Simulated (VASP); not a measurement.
Write the native input for VASP 6.6.1 that does the following.

| Item | Value |
| --- | --- |
| Task | band structure |
| Functional | PBE |
| Potentials or basis | VASP PAW PBE potentials, release 64 (S, Mg) |
| Cutoff | 520 eV |
| k mesh | 8 × 8 × 8 |
| Occupations | gaussian, width 0.02 eV |
| Spin | no spin polarisation |
| Further INCAR settings | ALGO = Fast; EDIFF = 1e-06; NBANDS = 11 |

The structure of MgS (Niningerite) lies in POSCAR:

```
MgS
1.0
    0.0000000000      2.6016500000      2.6016500000
    2.6016500000      0.0000000000      2.6016500000
    2.6016500000      2.6016500000      0.0000000000
S Mg
1 1
Direct
    0.5000000000      0.5000000000      0.5000000000
    0.0000000000      0.0000000000      0.0000000000
```

The input as run:

INCAR

```
SYSTEM = MgS
PREC = Accurate
ENCUT = 520
EDIFF = 1E-6
ISMEAR = 0
SIGMA = 0.02
LREAL = .False.
LASPH = .True.
NELM = 100
ALGO = Fast
ISIF = 2
LWAVE = .False.
LCHARG = .False.
GGA = PE
NBANDS = 11
```

KPOINTS

```
Automatic mesh
0
Gamma
  8 8 8
  0 0 0
```

KPOINTS_OPT

```
path GXWKGLUWLK,UX
10
line-mode
reciprocal
 0.0000000000  0.0000000000  0.0000000000  G
 0.5000000000  0.0000000000  0.5000000000  X

 0.5000000000  0.0000000000  0.5000000000  X
 0.5000000000  0.2500000000  0.7500000000  W

 0.5000000000  0.2500000000  0.7500000000  W
 0.3750000000  0.3750000000  0.7500000000  K

 0.3750000000  0.3750000000  0.7500000000  K
 0.0000000000  0.0000000000  0.0000000000  G

 0.0000000000  0.0000000000  0.0000000000  G
 0.5000000000  0.5000000000  0.5000000000  L

 0.5000000000  0.5000000000  0.5000000000  L
 0.6250000000  0.2500000000  0.6250000000  U

 0.6250000000  0.2500000000  0.6250000000  U
 0.5000000000  0.2500000000  0.7500000000  W

 0.5000000000  0.2500000000  0.7500000000  W
 0.5000000000  0.5000000000  0.5000000000  L

 0.5000000000  0.5000000000  0.5000000000  L
 0.3750000000  0.3750000000  0.7500000000  K

 0.6250000000  0.2500000000  0.6250000000  U
 0.5000000000  0.0000000000  0.5000000000  X
```

Potentials or basis: VASP PAW PBE potentials, release 64 (S, Mg).

Run with:

```console
$ cat potpaw_PBE.64/S/POTCAR potpaw_PBE.64/Mg/POTCAR > POTCAR
$ mpirun -np 1 vasp_std > vasp.out
```

It gave:

```
Pressure                : 0.9 GPa
Band gap on the k mesh  : 2.78 eV, indirect (least direct gap 3.71 eV)
Band gap along the path : 2.78 eV, indirect (least direct gap 3.71 eV)
```

It took 17 s on 1 thread of Intel(R) Xeon(R) Platinum 8559C (Emerald Rapids) (shared host), peak memory 0.16 GiB.
